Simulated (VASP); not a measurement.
A run of VASP 6.6.1 is set up as follows.

POSCAR

```
LiH
1.0
    0.0000000000      2.0367500000      2.0367500000
    2.0367500000      0.0000000000      2.0367500000
    2.0367500000      2.0367500000      0.0000000000
Li H
1 1
Direct
    0.0000000000      0.0000000000      0.0000000000
    0.5000000000      0.5000000000      0.5000000000
```

Contents of INCAR.step1:

```
PREC = Accurate ; ENCUT = 600
EDIFF = 1E-8 ; ISMEAR = 0
SIGMA = 0.01 ; LREAL = False
LASPH = True ; NELM = 100
ALGO = Normal ; ISIF = 3
LWAVE = False ; LCHARG = False
GGA = MK ; LUSE_VDW = True
AGGAC = 0.0 ; PARAM1 = 0.1234
PARAM2 = 0.711357 ; ZAB_VDW = -1.8867
IBRION = 2 ; NSW = 40
EDIFFG = -0.002
```

INCAR.step2

```
PREC = Accurate ; ENCUT = 600
EDIFF = 1E-8 ; ISMEAR = 0
SIGMA = 0.01 ; LREAL = False
LASPH = True ; NELM = 100
ALGO = Normal ; ISIF = 3
LWAVE = False ; LCHARG = False
GGA = MK ; LUSE_VDW = True
AGGAC = 0.0 ; PARAM1 = 0.1234
PARAM2 = 0.711357 ; ZAB_VDW = -1.8867
IBRION = 6 ; NFREE = 2
POTIM = 0.015 ; NSW = 1
```

The input KPOINTS:

```
regular mesh
0
Gamma
  8 8 8
```

Potentials or basis: VASP PAW PBE potentials, release 64 (Li_sv, H).

Command:

```sh
$ cat potpaw_PBE.64/Li_sv/POTCAR potpaw_PBE.64/H/POTCAR > POTCAR
$ cp INCAR.step1 INCAR
$ mpirun -np 1 vasp_std > vasp.out
$ cp CONTCAR POSCAR
$ cp INCAR.step2 INCAR
$ mpirun -np 1 vasp_std > vasp.out
```

Q: Estimate the elastic constants C11, C12, C44.

A: 83, 12, 50 GPa.

Q: Predict the Voigt bulk modulus.

A: 36 GPa.

Q: Predict the highest phonon frequency at Γ, LO-TO splitting left out.

A: 586 cm⁻¹.

The path:
```tsv
step	energy change (eV)	largest force (eV/Å)	pressure (GPa)	volume (Å³)
1	0.0000	0.0000	-1.73	16.90
2	-0.0021	0.0000	-1.33	16.68
3	-0.0049	0.0000	0.01	16.02
```

Caveat: the cutoff is under 1.25 times the usual one of these potentials, so pressure, stress and relaxed cells hold a basis-set (Pulay) error; the PAW data sets were made with another functional, which shifts forces and pressure a little.
